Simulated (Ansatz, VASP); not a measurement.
# One calculation of Be3Se2, two programs

```
Be Se
1.0
     7.19521    0.00000    0.00000
    -3.59760    6.23123    0.00000
     0.00000    0.00000    3.58079
Be Se
3 2
Direct
  0.50000 0.00000 0.00000
  0.00000 0.50000 0.00000
  0.50000 0.50000 0.00000
  0.33333 0.66667 0.00000
  0.66667 0.33333 0.00000
```

Alike in both runs: functional PBE; k mesh 6 × 6 × 12; occupations gaussian, width 0.1 eV; no spin polarisation.

Ansatz relaxed the structure, and its values are those at the end. VASP's run is a single point on that final structure, the one shown.

|  | VASP | Ansatz |
| --- | --- | --- |
| version | VASP 6.6.1 | Ansatz 0.2.0 |
| potentials or method | VASP PAW PBE potentials, release 64 (Be, Se) | scalar-relativistic, plane waves, PAW |
| plane-wave cutoff (eV) | 520 | 420 |
| valence electrons in the cell | 18 | 38 |

```csv
,VASP,Ansatz,Ansatz less VASP
gap on the k mesh at the Fermi level (eV),none,none,-
pressure (GPa),0.1,0.0,-0.06
```

A gap of «none» marks a metal or a gap that the smearing closes. The functional is the same, so the differences come from potentials, cutoffs and numerics. The two sets of potentials don't hold the same shells in valence.

Caveats: this functional lacks dispersion, which binds the layers, so the pressure and a relaxed spacing across them are unreliable.
